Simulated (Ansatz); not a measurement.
# Mg2ZnO3: the cost of one run

Method: DFT PBE, scalar-relativistic, plane waves, PAW, in Ansatz 0.2.0.

2 further runs of the same task are left out: 1 that didn't finish, 1 set aside as unsound or not needed.

### 1 Starting point

The structure is hexagonal, space group P6/mmm (No. 191). The conventional cell has a = 3.947 Å, b = 3.947 Å, c = 6.833 Å, α = 90.00°, β = 90.00°, γ = 120.00°. Mg (site symmetry -6m2) has 3 Mg at 2.28 Å and 3 O at 2.28 Å as nearest neighbours. Zn (site symmetry 6/mmm) is surrounded by 6 O at 2.28 Å. Around O (site symmetry 6/mmm) lie 6 Mg at 2.28 Å. Around O (site symmetry -6m2) lie 3 O at 2.28 Å and 3 Zn at 2.28 Å.

As a file:

```cif
data_structure
_symmetry_space_group_name_H-M 'P6/mmm'
_symmetry_Int_Tables_number 191
_cell_length_a 3.9474
_cell_length_b 3.9474
_cell_length_c 6.8335
_cell_angle_alpha 90.000
_cell_angle_beta 90.000
_cell_angle_gamma 120.000
_cell_volume 92.21
loop_
_atom_site_label
_atom_site_type_symbol
_atom_site_symmetry_multiplicity
_atom_site_Wyckoff_symbol
_atom_site_fract_x
_atom_site_fract_y
_atom_site_fract_z
_atom_site_occupancy
Mg1 Mg 2 d 0.33333 0.66667 0.50000 1
Zn1 Zn 1 a 0.00000 0.00000 0.00000 1
O1 O 1 b 0.00000 0.00000 0.50000 1
O2 O 2 c 0.33333 0.66667 0.00000 1
```

Recipe of the guess: random cell by space group and Wyckoff sites (P6/mmm, No. 191). Its size is a rough estimate.

### 2 Probe: one point on a coarse mesh

Contents of input.yaml:

```yaml
crystal:
  lattice:
    - [3.94739093, 0.0, 0.0]
    - [-1.97369546, 3.41854082, 0.0]
    - [0.0, 0.0, 6.83346009]
  atoms:
    - { symbol: Mg, position: [0.33333333, 0.66666667, 0.5] }
    - { symbol: Mg, position: [0.66666667, 0.33333333, 0.5] }
    - { symbol: Zn, position: [0.0, 0.0, 0.0] }
    - { symbol: O, position: [0.0, 0.0, 0.5] }
    - { symbol: O, position: [0.33333333, 0.66666667, 0.0] }
    - { symbol: O, position: [0.66666667, 0.33333333, 0.0] }
basis:
  ecutwfc: 420
kpoints:
  mp_grid: { grid: [6, 6, 4] }
hamiltonian:
  xc: pbe
scf:
  occupations: { method: gaussian, width: 0.1 }
  lower_state_search: "off"
output:
  forces: true
  stress: true
  eigenvalues: true
```

Launch:

```
$ ansatz run input.yaml --threads 1 --pin off --max-ram 2560MiB --backend cpu --events-out ev --progress --plain --runs-dir out
```

What time and memory should one allow on 1 thread of Intel Xeon at 2.70GHz, shared host?

About 4.8 s, with a peak of 0.39 GiB.
